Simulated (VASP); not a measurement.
VASP 6.6.1 run: AlN

INCAR

```
PREC = Accurate
NBANDS = 11
EDIFF = 1E-7
NSW = 0
LASPH = .TRUE.
ISMEAR = -1
LWAVE = .FALSE.
LCHARG = .FALSE.
GGA = PE
ISIF = 2
LREAL = .FALSE.
NELM = 73
ENCUT = 100
SIGMA = 0.02
IBRION = -1
```

KPOINTS

```
KPOINTS created by Atomic Simulation Environment
0
Gamma
10 10 10
0 0 0
```

POSCAR

```
Al N
 1.0000000000000000
    -0.0000000000000000    2.0188684512725295    2.0188684512725295
     2.0188684512725295    0.0000000000000000    2.0188684512725295
     2.0188684512725295    2.0188684512725295   -0.0000000000000000
 Al  N
   1   1
Cartesian
 -0.0000000000000000  0.0000000000000000 -0.0000000000000000
  2.0188684512725295  2.0188684512725295  2.0188684512725295
```

The recommended PBE PAW datasets give the neutral cell 8 valence electrons.

Command

```
mpirun -np 1 vasp_std
```

OSZICAR

```
N       E                     dE             d eps       ncg     rms          rms(c)
DAV:   1    -0.133381433098E+02   -0.13338E+02   -0.15485E+03  1177   0.169E+02
DAV:   2    -0.185028343884E+02   -0.51647E+01   -0.50686E+01  1202   0.403E+01
DAV:   3    -0.185329635111E+02   -0.30129E-01   -0.30128E-01  1118   0.242E+00
DAV:   4    -0.185329654911E+02   -0.19801E-05   -0.19800E-05  1124   0.213E-02
DAV:   5    -0.185329654942E+02   -0.30375E-08   -0.31243E-09  1101   0.204E-04    0.237E+01
DAV:   6    -0.168544315765E+02    0.16785E+01   -0.18814E+00  1106   0.695E+00    0.132E+01
DAV:   7    -0.165284291838E+02    0.32600E+00   -0.90768E-01  1142   0.479E+00    0.246E+00
DAV:   8    -0.165181718068E+02    0.10257E-01   -0.22872E-02  1073   0.752E-01    0.362E-01
DAV:   9    -0.165178845564E+02    0.28725E-03   -0.53399E-03  1112   0.370E-01    0.114E-01
DAV:  10    -0.165175924147E+02    0.29214E-03   -0.83186E-04  1106   0.141E-01    0.528E-03
DAV:  11    -0.165175797591E+02    0.12656E-04   -0.56029E-06  1128   0.138E-02    0.229E-03
DAV:  12    -0.165175765858E+02    0.31733E-05   -0.50553E-07  1052   0.366E-03    0.968E-04
DAV:  13    -0.165175762608E+02    0.32508E-06   -0.60909E-09   549   0.447E-04    0.917E-05
DAV:  14    -0.165175762696E+02   -0.88025E-08   -0.88196E-10   532   0.148E-04
   1 F= -.16517576E+02 E0= -.16517576E+02  d E =-.165853E-06
```

It converged. Results: gap between bands v and c on the k mesh 0.36 eV; least direct gap on the k mesh 0.36 eV; pressure -192.3 GPa. Band v is the last that the valence electrons fill when counted band by band, and c is the next.

Problem. Why shouldn't this run be trusted?

Solution. Cutoff far too low. On sound settings PBE gives a gap of 4.65 eV on its mesh and a pressure of 6.1 GPa for the intended cell. This run's energy (σ→0) differs from it by -990 meV an atom.
